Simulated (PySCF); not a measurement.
Start geometry of `c1c[nH]cn1` from GFN2-xTB (Å):
```
atom  x, y, z in Å
C1    -0.8033   -0.9259    0.0733
C2    -0.8837    0.4085   -0.1991
N3     0.3977    0.8777   -0.1230
C4     1.1814   -0.1831    0.1881
N5     0.4875   -1.2768    0.3117
H6    -1.5875   -1.6545    0.1137
H7    -1.7137    1.0421   -0.4338
H8     0.6917    1.8295   -0.2692
H9     2.2434   -0.1115    0.3131
```

Task: What comes out of this run: PBE0-D3(BJ)/def2-SVP geometry optimisation, gas phase (PySCF)?

Result: 
```
atom  x, y, z in Å
C1    -0.8478   -0.9220    0.0872
C2    -0.9389    0.4205   -0.1950
N3     0.3485    0.8856   -0.1186
C4     1.1431   -0.1716    0.1990
N5     0.4501   -1.2744    0.3301
H6    -1.6571   -1.6500    0.1263
H7    -1.7796    1.0658   -0.4359
H8     0.6492    1.8389   -0.2705
H9     2.2220   -0.0737    0.3214
```

The energy falls by 3.0 kJ/mol over 6 energy and gradient evaluations, the largest force component goes from 0.0138 to 2.6e-04 Eh/bohr, and the atoms move by 0.018 Å rms after alignment. Among the bonds, C1–H6, C2–H7 and C4–H9 change most and about equally (+0.017 to +0.018 Å). Bonds longer at the end by more than 0.005 Å: 7 of 9; shorter: 0. Rotational constants go from 9955, 9526, 4868 to 9821, 9431, 4811 MHz. The orientation of the end geometry is arbitrary; only internal coordinates are fixed.

The run used 90 basis functions and 37 SCF cycles in all. Time: 19 s wall; peak memory 0.40 GiB. Hardware: one thread of an Arm Neoverse N1, no GPU, shared host.

PBE0-D3(BJ)/def2-SVP frequencies: not computed here.
